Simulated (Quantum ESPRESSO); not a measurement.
# Rh (Fm-3m) in Quantum ESPRESSO: further runs, part 2 of 2

Quantum ESPRESSO 7.5. The steps go on from the part before.

## 4. Single point, PBE+D3(BJ), 13.12 Å³/atom

Contents of pw.in:

```
&CONTROL
  calculation = 'scf'
  prefix = 'pwscf'
  outdir = './tmp'
  pseudo_dir = './pseudo'
  tprnfor = .true.
  tstress = .true.
  disk_io = 'nowf'
/
&SYSTEM
  ibrav = 0
  nat = 1
  ntyp = 1
  ecutwfc = 88
  nbnd = 15
  occupations = 'smearing'
  smearing = 'fd'
  degauss = 0.00367493
  vdw_corr = 'grimme-d3'
  dftd3_version = 4
/
&ELECTRONS
  conv_thr = 2d-10
  electron_maxstep = 120
  mixing_beta = 0.5
/
ATOMIC_SPECIES
Rh   102.9055 Rh.upf
CELL_PARAMETERS angstrom
   0.0000000000    1.8722002341    1.8722002341
   1.8722002341    0.0000000000    1.8722002341
   1.8722002341    1.8722002341    0.0000000000
ATOMIC_POSITIONS crystal
Rh     0.0000000000    0.0000000000    0.0000000000
K_POINTS automatic
12 12 12 0 0 0
```

On the command line:

```
$ OMP_NUM_THREADS=1 pw.x -in pw.in > pw.out
```

It took 19 s on 1 thread of Arm Neoverse V1, shared host; peak memory 0.06 GiB.

It converged, with:

| Quantity | Value |
| --- | --- |
| Free energy | -3192.1335 eV |
| Pressure | 14.6 GPa |
| Band gap on the k mesh | none (metal or under the smearing width) |

Caveat: pairwise dispersion overbinds metals, which lowers pressure and volume.

## 5. Single point, PBE+D3(BJ), 13.40 Å³/atom

pw.in, as its differences from that of step 4:

```diff
@@ -29,5 +29,5 @@
 CELL_PARAMETERS angstrom
-   0.0000000000    1.8722002341    1.8722002341
-   1.8722002341    0.0000000000    1.8722002341
-   1.8722002341    1.8722002341    0.0000000000
+   0.0000000000    1.8851123679    1.8851123679
+   1.8851123679    0.0000000000    1.8851123679
+   1.8851123679    1.8851123679    0.0000000000
 ATOMIC_POSITIONS crystal
```

On the command line:

```
$ OMP_NUM_THREADS=1 pw.x -in pw.in > pw.out
```

Run time: 16 s. Hardware: 1 thread of Arm Neoverse V1, shared host; peak memory 0.06 GiB.

It converged, with:

- Free energy: -3192.1527 eV
- Pressure: 7.7 GPa
- Band gap on the k mesh: none (metal or under the smearing width)

Caveat: pairwise dispersion overbinds metals, which lowers pressure and volume.

## 6. Single point, PBE+D3(BJ), 13.67 Å³/atom

pw.in, as its differences from that of step 5:

```diff
@@ -29,5 +29,5 @@
 CELL_PARAMETERS angstrom
-   0.0000000000    1.8851123679    1.8851123679
-   1.8851123679    0.0000000000    1.8851123679
-   1.8851123679    1.8851123679    0.0000000000
+   0.0000000000    1.8978500000    1.8978500000
+   1.8978500000    0.0000000000    1.8978500000
+   1.8978500000    1.8978500000    0.0000000000
 ATOMIC_POSITIONS crystal
```

Potentials or basis: PseudoDojo 0.4.1 SR PBE standard.

On the command line:

```
$ OMP_NUM_THREADS=1 pw.x -in pw.in > pw.out
```

It took 16 s on 1 thread of Arm Neoverse V1, shared host; peak memory 0.06 GiB.

The run converged. Its results:

- Free energy: -3192.1608 eV
- Pressure: 1.6 GPa
- Band gap on the k mesh: none (metal or under the smearing width)

Caveat: pairwise dispersion overbinds metals, which lowers pressure and volume.

## 7. Single point, PBE+D3(BJ), 13.94 Å³/atom

pw.in, as its differences from that of step 6:

```diff
@@ -29,5 +29,5 @@
 CELL_PARAMETERS angstrom
-   0.0000000000    1.8978500000    1.8978500000
-   1.8978500000    0.0000000000    1.8978500000
-   1.8978500000    1.8978500000    0.0000000000
+   0.0000000000    1.9104189093    1.9104189093
+   1.9104189093    0.0000000000    1.9104189093
+   1.9104189093    1.9104189093    0.0000000000
 ATOMIC_POSITIONS crystal
```

On the command line:

```
$ OMP_NUM_THREADS=1 pw.x -in pw.in > pw.out
```

Run time: 16 s. Hardware: 1 thread of Arm Neoverse V1, shared host; peak memory 0.06 GiB.

It converged, with:

| Item | Value |
| --- | --- |
| Free energy | -3192.1590 eV |
| Pressure | -3.8 GPa |
| Band gap on the k mesh | none (metal or under the smearing width) |

Caveat: pairwise dispersion overbinds metals, which lowers pressure and volume.

## 8. Single point, PBE+D3(BJ), 14.22 Å³/atom

pw.in, as its differences from that of step 7:

```diff
@@ -29,5 +29,5 @@
 CELL_PARAMETERS angstrom
-   0.0000000000    1.9104189093    1.9104189093
-   1.9104189093    0.0000000000    1.9104189093
-   1.9104189093    1.9104189093    0.0000000000
+   0.0000000000    1.9228245745    1.9228245745
+   1.9228245745    0.0000000000    1.9228245745
+   1.9228245745    1.9228245745    0.0000000000
 ATOMIC_POSITIONS crystal
```

On the command line:

```
$ OMP_NUM_THREADS=1 pw.x -in pw.in > pw.out
```

It took 16 s on 1 thread of Arm Neoverse V1, shared host; peak memory 0.06 GiB.

Results (log left out):

| Property | Result |
| --- | --- |
| Free energy | -3192.1486 eV |
| Pressure | -8.6 GPa |
| Band gap on the k mesh | none (metal or under the smearing width) |

Caveat: pairwise dispersion overbinds metals, which lowers pressure and volume.

## 9. Single point, PBE+D3(BJ), 14.49 Å³/atom

pw.in, as its differences from that of step 8:

```diff
@@ -29,5 +29,5 @@
 CELL_PARAMETERS angstrom
-   0.0000000000    1.9228245745    1.9228245745
-   1.9228245745    0.0000000000    1.9228245745
-   1.9228245745    1.9228245745    0.0000000000
+   0.0000000000    1.9350721950    1.9350721950
+   1.9350721950    0.0000000000    1.9350721950
+   1.9350721950    1.9350721950    0.0000000000
 ATOMIC_POSITIONS crystal
```

Potentials or basis: PseudoDojo 0.4.1 SR PBE standard.

On the command line:

```
$ OMP_NUM_THREADS=1 pw.x -in pw.in > pw.out
```

It took 16 s on 1 thread of Arm Neoverse V1, shared host; peak memory 0.06 GiB.

Results (log left out):

| Quantity | Value |
| --- | --- |
| Free energy | -3192.1306 eV |
| Pressure | -12.8 GPa |
| Band gap on the k mesh | none (metal or under the smearing width) |

Caveat: pairwise dispersion overbinds metals, which lowers pressure and volume.

## 10. Equation of state, PBE+D3(BJ)

This step only gathers the single runs of the series.

What came out:

* Equilibrium volume: 13.76 Å³/atom
* Bulk modulus: 278 GPa
* Pressure derivative of the bulk modulus: 5.1

Energy against volume, from the lowest point:
| volume (Å³/atom) | energy (meV/atom) |
| --- | --- |
| 12.851 | 58.86 |
| 13.125 | 27.22 |
| 13.398 | 8.09 |
| 13.671 | 0.00 |
| 13.945 | 1.75 |
| 14.218 | 12.14 |
| 14.492 | 30.19 |

## 11. Against experiment

Step 10. A measured bulk modulus of Rh is 264 GPa (quoted in “Thermal equation of state of rhodium characterized by XRD in a resistively heated diamond anvil cell”, 2024, pmc:11535440); the calculated 278 GPa misses it by +5.2 %. The fit is for a static lattice scaled at fixed shape and fixed fractional positions.
